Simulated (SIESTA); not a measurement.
Crystal: CoO.

```xyz
2
Lattice="1.6022 0.9250 2.5665 -1.6022 0.9250 2.5665 0.0000 -1.8501 2.5665" Properties=species:S:1:pos:R:3 pbc="T T T"
Co    0.0000    0.0000    7.6915
O     0.0000    0.0000    5.7824
```

Measurements of this composition are mostly on another form, of space group No. 225.

Alike in all runs: program SIESTA 5.4.2; functional PBEsol; potentials or basis PseudoDojo 0.4 standard (PBEsol files); basis DZP (energy shift 0.003 Ry; two zetas on semicore shells); grid cutoff 800 Ry; energy shift 0.003 Ry; k mesh 10 × 10 × 10; occupations fermi-dirac, width 0.05 eV.

The same cell was started in several ways:

| start | free energy over the lowest (meV/atom) | net moment (μB) | site or absolute moments (μB) | gap |
| --- | --- | --- | --- | --- |
| collinear spin, ferromagnetic start of up to 2 μB | 0.0 | 2.82 | Co +2.43; O +0.40 | none (metal or under the smearing width) |
| collinear spin, fm_larger start of up to 3.5 μB | 0.0 | 2.82 | Co +2.43; O +0.40 | none (metal or under the smearing width) |
| collinear spin, zero start | 153.1 | 0.00 | - | none (metal or under the smearing width) |

The spin-polarised runs without a constraint all converged, yet they end up to 153 meV/atom apart: a converged run can sit in a state that isn't the lowest. A still lower state may exist.

Caveats: the basis of atomic orbitals isn't converged, which shifts pressures, moduli and gaps; semilocal functionals often make such compounds metallic where correlation or magnetic order opens a gap, which also shifts bond lengths; a cell with one magnetic atom can't hold antiferromagnetic order, which such compounds often take (some runs).
